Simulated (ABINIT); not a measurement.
Pb, 1 atom in the cell. It takes space group Fm-3m (No. 225, cubic). Conventional cell: a = 4.950 Å, b = 4.950 Å, c = 4.950 Å, α = 90.00°, β = 90.00°, γ = 90.00°. Pb (site symmetry m-3m) has 12 Pb at 3.50 Å as nearest neighbours. 

* Program: ABINIT 10.8.3 (patched build)
* Task: single point
* Functional: PBE
* Potentials or basis: JTH PAW PBE v2.0
* Cutoff: 463 eV
* k mesh: 4 × 4 × 4
* Occupations: fermi-dirac, width 0.05 eV
* Spin: no spin polarisation
* Fine-grid cutoff: 925.187 eV
* Exchange and correlation inside the PAW spheres: full angular mesh (pawxcdev 0, this build's default; the released program takes 1)

Potentials or basis: JTH PAW PBE v2.0.

The run is started by

```console
$ abinit run.abi > log 2>&1
```

Hardware: 1 thread of Arm Neoverse V2 (shared host).

Task: How long does it take, and how much memory?

Result: It took 3.2 s on 1 thread of Arm Neoverse V2, with other jobs on the host, peak memory 0.1 GiB. Counts: scf iterations 10, k points 8, bands 11, plane waves 700.
